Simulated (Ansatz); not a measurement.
input.yaml

```yaml
crystal:
  lattice:
    - [6.3931260411, 0.0, 0.0]
    - [0.0, 5.20857103, 0.0]
    - [0.0, 0.0, 25.9231762414]
  atoms:
    - { symbol: Ga, position: [0.5, 0.0008110332, 0.3650709439] }
    - { symbol: Ga, position: [0.0, 0.0008110332, 0.3650709439] }
    - { symbol: "N", position: [0.5, 0.6241889668, 0.3650709439] }
    - { symbol: "N", position: [0.0, 0.6241889668, 0.3650709439] }
    - { symbol: Ga, position: [0.75, 0.5008110332, 0.4006672092] }
    - { symbol: Ga, position: [0.25, 0.5008110332, 0.4006672092] }
    - { symbol: "N", position: [0.75, 0.1241889668, 0.4006672092] }
    - { symbol: "N", position: [0.25, 0.1241889668, 0.4006672092] }
    - { symbol: Ga, position: [0.7495026164, 0.0079884826, 0.4723740109] }
    - { symbol: Ga, position: [0.2502046253, 0.0071949398, 0.4720354916] }
    - { symbol: "N", position: [0.7500690526, 0.6285414476, 0.4712542959] }
    - { symbol: "N", position: [0.2501440228, 0.6288084505, 0.4710843791] }
    - { symbol: Ga, position: [0.0014449635, 0.5030093002, 0.5065137924] }
    - { symbol: Ga, position: [0.4988032935, 0.5028143949, 0.5065235763] }
    - { symbol: "N", position: [0.0019143377, 0.127562502, 0.5081076841] }
    - { symbol: "N", position: [0.4976553934, 0.1273262276, 0.5086233597] }
    - { symbol: Ga, position: [-0.0084678591, 0.0057673981, 0.5808006988] }
    - { symbol: Ga, position: [0.5098208044, 0.0063220733, 0.5816599677] }
    - { symbol: "N", position: [0.0017944038, 0.6316462291, 0.5783889198] }
    - { symbol: "N", position: [0.5009899048, 0.6326466358, 0.578105782] }
    - { symbol: Ga, position: [0.2529217581, 0.5126457095, 0.6142693162] }
    - { symbol: Ga, position: [0.7511689491, 0.4796166155, 0.6046149902] }
    - { symbol: "N", position: [0.2483539029, 0.1343169946, 0.6140055855] }
    - { symbol: "N", position: [0.7514982803, 0.1322320973, 0.6144673875] }
    - { symbol: H, position: [0.5003033281, 0.0967116055, 0.3072582329] }
    - { symbol: H, position: [-0.0004052762, 0.0968881177, 0.3072746449] }
    - { symbol: H, position: [0.5000277857, 0.5570066858, 0.3279412187] }
    - { symbol: H, position: [1.35183e-05, 0.5569418254, 0.3279482395] }
basis:
  ecutwfc: 420
kpoints:
  mp_grid: { grid: [3, 3, 1] }
hamiltonian:
  xc: pbe
  dispersion: d3bj
scf:
  occupations: { method: gaussian, width: 0.05 }
output:
  forces: true
  eigenvalues: true
  write_density: true
  volumetric_format: npy
efield:
  axis: 3
  dipole_correction: true
  ramp_width: 0.04
```

Run as
```bash
ansatz run input.yaml --threads 4 --pin off --max-ram 10240MiB --backend cpu --events-out ev --progress --plain --runs-dir out
```

Method: Ansatz, DFT PBE+D3(BJ), scalar-relativistic, plane waves, PAW.

Abridged output:

```
Pseudopotentials: kind: paw
Pseudopotential: Ga, paw, valence charge 13, recommended cutoff 420 eV (normal)
Pseudopotential: N, paw, valence charge 5, recommended cutoff 420 eV (normal)
Pseudopotential: H, paw, valence charge 1, recommended cutoff 420 eV (normal)
Functional definition: PBE
Crystal: 28 atoms, lattice volume = 863.217 Å³
Basis set: ecut = 420 eV, 16891 PW (Γ), exchange–correlation on 90×72×360 points (8 copies of the dense FFT grid, shifted against one another)
Bands: 138, of which v1, the nominal top of the filled ones, is band 110 counted from 1 (109 counted from 0)
Symmetry: 1 space group operations
Space group: P1 (ITA 1), of the structure as read, at distance tolerance 9.5e-5 Å
k-points: 5 of 9 (time reversal used)
Initial density: superposition of atomic densities (neutral atoms: chi_scale 0, normalization atom), corrected by the library's trained network
Initial wavefunctions: pseudopotential atomic-orbital guess
Functional: x = pbe(κ = 0.804, μ = 0.21951497), c = pbe(β = 0.06672455)
SCF iter   1: F=—  HF=-50079.254769 eV  |F-HF|=—  |Δ(HF+E_count)|=         —  Δρ=2.09e-3  dr2=1.62e-1  ethr=1.77e-3  p=-0.033 e·Å  D=-6.94e-3 V/Å  ΔV_dip=0.18 eV  dr2_dipole=2.18e-2  V_vac-E_F(+/−)=4.56/4.38 eV  ⟨swp⟩=6.4  Hψ=2773  notcnv=0  defer=96
efield: sawtooth ramp at fractional position 0.9409 (placed from the atoms, in the widest stretch of the axis that holds none; the zero of the levels goes with the place), width 0.0400; the density the first Hamiltonian is built on has a dipole p = -0.033 e·Å; the dipole correction subtracts the counter field D = -6.94e-3 V/Å, which shifts the + side's vacuum level by +0.18 eV against the − side's; the planar-averaged density in the ramp window peaks in size at 6.1e-6 e/Å³
SCF iter   2: F=—  HF=-50079.231519 eV  |F-HF|=—  |Δ(HF+E_count)|=   2.33e-2  Δρ=1.42e-3  dr2=1.76e-2  ethr=7.34e-5  p=0.066 e·Å  D=1.39e-2 V/Å  ΔV_dip=-0.36 eV  dr2_dipole=1.19e-3  V_vac-E_F(+/−)=4.70/5.06 eV  ⟨swp⟩=2.8  Hψ=978  notcnv=0  defer=109
SCF iter   3: F=—  HF=-50079.230604 eV  |F-HF|=—  |Δ(HF+E_count)|=   9.15e-4  Δρ=6.32e-4  dr2=3.30e-3  ethr=7.99e-6  p=0.048 e·Å  D=1.00e-2 V/Å  ΔV_dip=-0.26 eV  dr2_dipole=4.08e-9  V_vac-E_F(+/−)=4.69/4.95 eV  ⟨swp⟩=2.0  Hψ=1085  notcnv=0  defer=109
SCF iter   4: F=—  HF=-50079.231110 eV  |F-HF|=—  |Δ(HF+E_count)|=   5.05e-4  Δρ=3.68e-4  dr2=1.27e-3  ethr=1.50e-6  p=0.046 e·Å  D=9.65e-3 V/Å  ΔV_dip=-0.25 eV  dr2_dipole=1.70e-7  V_vac-E_F(+/−)=4.73/4.98 eV  ⟨swp⟩=3.0  Hψ=1081  notcnv=0  defer=109
SCF iter   5: F=—  HF=-50079.231370 eV  |F-HF|=—  |Δ(HF+E_count)|=   2.60e-4  Δρ=1.26e-4  dr2=1.23e-4  ethr=5.76e-7  p=0.046 e·Å  D=9.56e-3 V/Å  ΔV_dip=-0.25 eV  dr2_dipole=1.58e-6  V_vac-E_F(+/−)=4.74/4.99 eV  ⟨swp⟩=2.2  Hψ=1077  notcnv=0  defer=109
SCF iter   6: F=—  HF=-50079.231429 eV  |F-HF|=—  |Δ(HF+E_count)|=   5.94e-5  Δρ=3.18e-5  dr2=8.26e-6  ethr=5.58e-8  p=0.045 e·Å  D=9.34e-3 V/Å  ΔV_dip=-0.24 eV  dr2_dipole=5.69e-8  V_vac-E_F(+/−)=4.75/4.99 eV  ⟨swp⟩=2.2  Hψ=1136  notcnv=0  defer=109
SCF iter   7: F=—  HF=-50079.231438 eV  |F-HF|=—  |Δ(HF+E_count)|=   8.64e-6  Δρ=1.79e-5  dr2=2.76e-6  ethr=3.76e-9  p=0.044 e·Å  D=9.27e-3 V/Å  ΔV_dip=-0.24 eV  dr2_dipole=2.58e-8  V_vac-E_F(+/−)=4.75/4.99 eV  ⟨swp⟩=2.2  Hψ=995  notcnv=0  defer=109
SCF iter   8: F=—  HF=-50079.231439 eV  |F-HF|=—  |Δ(HF+E_count)|=   1.49e-6  Δρ=5.72e-6  dr2=3.14e-7  ethr=1.25e-9  p=0.044 e·Å  D=9.27e-3 V/Å  ΔV_dip=-0.24 eV  dr2_dipole=2.25e-8  V_vac-E_F(+/−)=4.75/4.99 eV  ⟨swp⟩=2.4  Hψ=1120  notcnv=0  defer=109
SCF iter   9: F=-50079.231439 eV  HF=-50079.231439 eV  |F-HF|=1.58e-8  |Δ(HF+E_count)|=   1.41e-7  Δρ=2.02e-6  dr2=3.25e-8  ethr=4.55e-11  p=0.044 e·Å  D=9.25e-3 V/Å  ΔV_dip=-0.24 eV  dr2_dipole=1.46e-13  V_vac-E_F(+/−)=4.75/4.99 eV  ⟨swp⟩=21.0  Hψ=4051  notcnv=0
SCF 1 converged in 9 iterations: F = -50079.231439 eV  dr2 = 3.25e-8
SCF converged after 9 iterations
Free energy (F): -50079.231439 eV
Harris-Foulkes:  -50079.231439 eV  (|F-HF|=1.58e-8)
Internal energy: -50079.231439 eV  (E = F + TS)
E sigma→0 (E₀):  -50079.231439 eV
Fermi energy:    0.125459 eV
Dipole field:    D = 0.009254 V/Å  (p = 0.044144 e·Å, saw-weighted, corrected)
Work function:   Φ+ = 4.7529 eV   Φ− = 4.9927 eV
Levels:          The Fermi level and band energies are counted from a zero that moves with the ramp; work functions are not
--- Per-component energies (eV) ---
  E_band       = -2329.760015
  E_kinetic    = 3009.566742
  E_local      = -288654.485093  (includes V_loc(G=0)·N_el)
  E_nonlocal   = 5693.195152
  E_hartree    = 142255.897100
  E_xc         = -1576.513314
  E_vxc        = -1648.503912  (∫ρ·V_xc dr)
  E_paw        = -25439.510856  (= ΣΔE_a)
  E_vpaw       = -5239.966166  (= ΣTr[D̂ρ^β])
  E_aug_tail   = -0.004424  (compensation charges beyond the density's cutoff)
  E_efield     = 0.000204  (sawtooth field / dipole correction)
  E_vefield    = -1.336148  (∫n·V_field dr)
  E_ewald      = 114637.399237
  E_disp       = -4.776189  (pairwise vdW)
  E_smearing   =  0.000000  (= −TS)
--- Forces (eV/Å), atoms counted from 1 ---
  atom   1  Ga     0.00454029     0.61037066    -0.91776325
  atom   2  Ga    -0.00517912     0.60683115    -0.90652168
  atom   3  N      0.00078851    -0.03639091     0.55683529
  atom   4  N      0.00037489    -0.03554479     0.55818728
  atom   5  Ga     0.00174926    -0.55280484    -0.22450391
  atom   6  Ga     0.00152525    -0.54962678    -0.24931496
  atom   7  N     -0.01312775    -0.05153841     0.55424847
  atom   8  N      0.00985531    -0.03809000     0.48838605
  atom   9  Ga    -0.00649587     0.18205050     0.02704842
  atom  10  Ga     0.00774176     0.11359126     0.17222953
  atom  11  N     -0.00267283     0.02698659     0.19503657
  atom  12  N      0.00309137     0.01670110     0.06677092
  atom  13  Ga     0.15305032    -0.32800265    -0.16902582
  atom  14  Ga    -0.14062900    -0.34492513    -0.21314966
  atom  15  N     -0.30079497    -0.03269459    -0.34057072
  atom  16  N      0.32382076    -0.02525187    -0.39576944
  atom  17  Ga     1.23356605     0.89259265     0.58595722
  atom  18  Ga    -1.35594042     0.94160609     0.48602683
  atom  19  N      0.02553961     0.34887943     0.59261564
  atom  20  N      0.01839667     0.30439139     0.69730247
  atom  21  Ga    -0.18690542    -2.28986170    -1.26566115
  atom  22  Ga     0.04440130    -0.35649197    -0.13612595
  atom  23  N      0.24393302     0.62248609    -0.32560646
  atom  24  N     -0.06115264    -0.00501898     0.16675734
  atom  25  H     -0.00292169    -0.00281988    -0.00481789
  atom  26  H      0.00338364    -0.00283727    -0.00471227
  atom  27  H      0.00348054    -0.00722104     0.00432000
  atom  28  H     -0.00342162    -0.00732419     0.00180944
--- Band table (eV; the first three rows and the last of 5) ---
  k-point 0: bands = ["-16.8010", "-16.5338", "-16.3743", "-16.1679", "-16.1213", "-15.9120", "-15.7360", "-15.6381", "-15.5526", "-15.5402", "-15.5197", "-14.9607", "-14.6994", "-14.6798", "-14.6382", "-14.6343", "-14.5593", "-14.5172", "-14.5099", "-14.3885", "-14.3733", "-14.3294", "-14.3154", "-14.2935", "-14.2759", "-14.2709", "-14.2625", "-14.2216", "-14.2093", "-14.2025", "-14.1906", "-14.1571", "-14.1495", "-14.1486", "-14.1315", "-14.1246", "-14.1125", "-14.0309", "-13.9748", "-13.9715", "-13.9557", "-13.9378", "-13.9066", "-13.8885", "-13.8697", "-13.8503", "-13.8487", "-13.8128", "-13.7992", "-13.7149", "-13.6943", "-13.6551", "-13.6496", "-13.6313", "-13.6230", "-13.5890", "-13.5 ...
  k-point 1: bands = ["-16.6708", "-16.4142", "-16.3451", "-16.1369", "-16.0356", "-15.8673", "-15.7720", "-15.6174", "-15.5255", "-15.5052", "-15.4821", "-14.9149", "-14.7000", "-14.6758", "-14.6516", "-14.6294", "-14.5570", "-14.5210", "-14.5040", "-14.3814", "-14.3675", "-14.3407", "-14.3238", "-14.2865", "-14.2842", "-14.2820", "-14.2705", "-14.2277", "-14.2011", "-14.1974", "-14.1910", "-14.1697", "-14.1629", "-14.1313", "-14.1309", "-14.1213", "-14.0992", "-14.0333", "-13.9662", "-13.9610", "-13.9575", "-13.9470", "-13.8845", "-13.8778", "-13.8588", "-13.8220", "-13.8145", "-13.7977", "-13.7912", "-13.7192", "-13.7059", "-13.6617", "-13.6593", "-13.6285", "-13.6113", "-13.5933", "-13.5 ...
  k-point 2: bands = ["-16.6756", "-16.4598", "-16.4366", "-16.2380", "-16.0618", "-15.9555", "-15.6907", "-15.6196", "-15.5912", "-15.5523", "-15.5226", "-14.9579", "-14.7202", "-14.7033", "-14.6087", "-14.5940", "-14.5590", "-14.5354", "-14.4809", "-14.4039", "-14.3641", "-14.3196", "-14.3185", "-14.2896", "-14.2616", "-14.2489", "-14.2466", "-14.2089", "-14.2009", "-14.1920", "-14.1868", "-14.1780", "-14.1646", "-14.1546", "-14.1349", "-14.1317", "-14.0908", "-14.0772", "-14.0109", "-13.9718", "-13.9690", "-13.9184", "-13.9141", "-13.8841", "-13.8755", "-13.8563", "-13.8314", "-13.8170", "-13.8094", "-13.7326", "-13.7135", "-13.6841", "-13.6444", "-13.6339", "-13.6170", "-13.5986", "-13.5 ...
  k-point 4: bands = ["-16.5761", "-16.4126", "-16.3362", "-16.1868", "-15.9862", "-15.8982", "-15.7037", "-15.5968", "-15.5636", "-15.5192", "-15.4856", "-14.9110", "-14.7199", "-14.7025", "-14.6157", "-14.5978", "-14.5578", "-14.5361", "-14.4754", "-14.3946", "-14.3678", "-14.3185", "-14.3113", "-14.3023", "-14.2765", "-14.2603", "-14.2568", "-14.2096", "-14.2032", "-14.1989", "-14.1947", "-14.1812", "-14.1716", "-14.1527", "-14.1483", "-14.1056", "-14.0834", "-14.0308", "-14.0087", "-13.9642", "-13.9566", "-13.9134", "-13.8947", "-13.8784", "-13.8495", "-13.8407", "-13.8382", "-13.8018", "-13.7585", "-13.7396", "-13.7219", "-13.6666", "-13.6487", "-13.6471", "-13.6194", "-13.6005", "-13.5 ...
```

The calculation finished and met its thresholds.

Time: 29 s on 4 threads of Arm Neoverse V2, with other jobs on the host, peak memory 2.4 GiB.